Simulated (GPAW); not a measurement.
MnO, 2 atoms in the cell. The structure is monoclinic, space group Cm (No. 8). Conventional cell: a = 5.943 Å, b = 3.434 Å, c = 3.440 Å, α = 90.00°, β = 125.23°, γ = 90.00°. Mn (site symmetry m) is surrounded by 4 O at 2.10 Å. Around O (site symmetry m) lie 4 Mn at 2.10 Å. The cell comes from a database or a generator and needn't be the stable form of this composition.

```yaml
Program: GPAW 26.7.0
Task: band structure
Functional: BLYP
Potentials_or_basis: PAW data sets generated in the run's folder for this functional
Cutoff: 800 eV
Basis: pw
k_mesh: 7 × 7 × 7
Occupations: fermi-dirac, width 0.05 eV
Spin: collinear spin, ferromagnetic start
Starting_moments: "[4.0, 0.0] μB"
Eigensolver: davidson
Maxiter: 150
Band_path: XGY,LGZ,NGM,RG
Band_points: 60
```

Potentials or basis: PAW data sets generated in the run's folder for this functional, pw.

Launch:

```sh
$ gpaw-setup -f BLYP Mn O
$ OMP_NUM_THREADS=1 python run.py
```

Hardware: 1 thread of Arm Neoverse V1, with other jobs on the host.

Problem. How long does it take, and how much memory?

Solution. It took 3.3 min on 1 thread of Arm Neoverse V1, with other jobs on the host, peak memory 0.42 GiB. Counts: scf iterations 18, plane waves 1486, bands 21, k points 100.
